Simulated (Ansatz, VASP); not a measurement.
**Ta in VASP and in Ansatz**

```
Ta
1.0
     2.87752    0.00000    0.00000
    -1.43876    2.49200    0.00000
     0.00000    0.00000    2.74111
Ta
1
Direct
  0.00000 0.00000 0.50000
```

Alike in both runs: task relaxation of cell and atoms; functional PBE; k mesh 9 × 9 × 6; occupations gaussian, width 0.1 eV; no spin polarisation.

|  | VASP | Ansatz |
| --- | --- | --- |
| version | VASP 6.6.1 | Ansatz 0.2.0 |
| potentials or method | VASP PAW PBE potentials, release 64 (Ta_pv) | scalar-relativistic, plane waves, PAW |
| plane-wave cutoff (eV) | 600 | 420 |
| valence electrons in the cell | 11 | 13 |

Ansatz gave:

```
gap on the k mesh at the Fermi level, each at its own relaxed structure (eV) : none
relaxed volume (Å³/atom)                                                     : 19.89
relaxed cell length with the largest relative difference (Å)                 : 2.724
energy change over the relaxation (meV/atom)                                 : -5
```

Q: What did VASP give for the same quantities?

A: gap on the k mesh at the Fermi level, each at its own relaxed structure (eV): none; relaxed volume (Å³/atom): 19.89; relaxed cell length with the largest relative difference (Å): 2.726; energy change over the relaxation (meV/atom): -5.

A gap of «none» marks a metal or a gap that the smearing closes. The two sets of potentials don't hold the same shells in valence.

Caveats: the k mesh is coarse (spacing up to 0.38 Å⁻¹), so the values aren't converged. The runs have no spin-orbit coupling, so splittings on Ta are missing.
